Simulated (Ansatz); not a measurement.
Crystal: Ca, diamond type, 2 atoms in the cell.

Computed with PBE, plane waves, PAW datasets (generated soft set 1) (Ansatz).

Cutoff 420 eV; k-mesh 22×22×22 Γ-centred; Fermi–Dirac smearing of 0.0612 eV; no spin polarisation.

Q: What equilibrium volume, lattice constant and bulk modulus does this give?

A: V₀ = 79.972 Å³/atom (a₀ = 8.617 Å), B₀ = 4.1 GPa, B₀′ = 2.73. The points behind the fit:

```
V (Å³/atom)   a (Å)  E − E(min) (meV/atom)  P (GPa)
     75.244  8.4435                   3.89     0.27
     76.845  8.5029                   1.66     0.17
     78.446  8.5616                   0.38     0.08
     80.047  8.6194                   0.00     0.00
     81.647  8.6765                   0.44    -0.08
     83.248  8.7328                   1.65    -0.16
     84.849  8.7885                   3.56    -0.23
```

The published all-electron PBE values for this crystal (mean of FLEUR and WIEN2k, k-spacing 0.06 Å⁻¹; Bosoni et al., Nat. Rev. Phys. 6, 45 (2024)) are V₀ = 79.985 Å³/atom, B₀ = 4.1 GPa, B₀′ = 2.74.

The stress includes the program's correction for the finite plane-wave basis.

This cubic structure is a model: it isn't the usual form of the substance at ambient conditions, and such phases are metastable or hypothetical.
